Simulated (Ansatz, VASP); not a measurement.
# One calculation of Mg, two programs

The input INCAR:

```
PREC = Accurate
ENCUT = 600
EDIFF = 1E-6
ISMEAR = -1
SIGMA = 0.05
LREAL = False
LASPH = True
NELM = 80
ALGO = Fast
ISIF = 3
LWAVE = False
LCHARG = False
GGA = RP
IVDW = 13
IBRION = 2
NSW = 60
EDIFFG = -0.005
```

File KPOINTS:

```
Automatic mesh
0
Gamma
  10 10 5
```

POSCAR

```
Mg
1.0
    3.2093000000      0.0000000000      0.0000000000
   -1.6046500000      2.7793353284      0.0000000000
    0.0000000000      0.0000000000      5.2103000000
Mg
2
Direct
    0.6666666667      0.3333333333      0.7500000000
    0.3333333333      0.6666666667      0.2500000000
```

Contents of input.yaml:

```yaml
crystal:
  lattice:
    - [3.2093, 0.0, 0.0]
    - [-1.60465, 2.7793353284, 0.0]
    - [0.0, 0.0, 5.2103]
  atoms:
    - { symbol: Mg, position: [0.6666666667, 0.3333333333, 0.75] }
    - { symbol: Mg, position: [0.3333333333, 0.6666666667, 0.25] }
hamiltonian:
  xc: rpbe
  pseudopotentials: { kind: paw }
  dispersion: d4
kpoints:
  mp_grid: { grid: [10, 10, 5] }
scf:
  occupations: { method: fermi_dirac, width: 0.05 }
output:
  forces: true
  stress: true
  write_density: true
  write_potential: true
  elf: true
  volumetric_format: npy
relax:
  f_tol: 0.01
  max_steps: 40
  cell: { stress_tol: 0.05 }
```

Alike in both runs: task relaxation of cell and atoms; functional RPBE; dispersion D4; k mesh 10 × 10 × 5; occupations fermi-dirac, width 0.05 eV; no spin polarisation.

|  | VASP | Ansatz |
| --- | --- | --- |
| version | VASP 6.6.1 | Ansatz 0.2.0 |
| potentials or method | VASP PAW PBE potentials, release 64 (Mg) | Ansatz PAW |
| plane-wave cutoff (eV) | 600 | 420 |
| valence electrons in the cell | 4 | 20 |

VASP gave:

```
gap on the k mesh at the Fermi level, each at its own relaxed structure (eV) : none
relaxed volume (Å³/atom)                                                     : 23.25
relaxed cell length with the largest relative difference (Å)                 : 5.318
energy change over the relaxation (meV/atom)                                 : -3
```

**Question.** Which values does Ansatz return?

**Answer.** gap on the k mesh at the Fermi level, each at its own relaxed structure (eV): none; relaxed volume (Å³/atom): 23.25; relaxed cell length with the largest relative difference (Å): 5.315; energy change over the relaxation (meV/atom): -3.

A gap of «none» marks a metal or a gap that the smearing closes. The two sets of potentials don't hold the same shells in valence.

Caveats: pairwise dispersion overbinds metals, which lowers pressure and volume; the PAW data sets were made with another functional, which shifts forces and pressure a little (VASP); the plane-wave basis is chosen anew once the cell has moved, so the energies of steps on either side of that aren't comparable (Ansatz); the PAW data sets come from PBE, with cores solved anew for the run's functional, which leaves a small shift of forces and pressure (Ansatz).
